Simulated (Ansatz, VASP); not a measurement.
# One calculation of Be, two programs

```
Be
1.0
     2.09439    0.00000    0.00000
    -1.04720    1.81380    0.00000
     0.00000    0.00000    3.32890
Be
2
Direct
  0.33333 0.66667 0.25000
  0.66667 0.33333 0.75000
```

Change from the starting cell: volume scaled by 0.8, PAW files.

Alike in both runs: task single point; functional PBE; k mesh 19 × 19 × 11; occupations fermi-dirac, width 0.08 eV; no spin polarisation.

|  | VASP | Ansatz |
| --- | --- | --- |
| version | VASP 6.6.1 | Ansatz 0.2.0 |
| potentials or method | VASP PAW PBE potentials, release 64 (Be) | PAW with Ansatz's default frozen-core files, scalar-relativistic |
| plane-wave cutoff (eV) | 520 | 420 |
| valence electrons in the cell | 4 | 4 |

VASP gave:

| Quantity | Value |
| --- | --- |
| pressure (GPa) | 40.0 |

Task: Which values does Ansatz return?

Result: Pressure (GPa): 39.7.

Caveats: so large a pressure means that the cell lies far from this level's equilibrium, or that cutoff or potentials fall short (VASP).
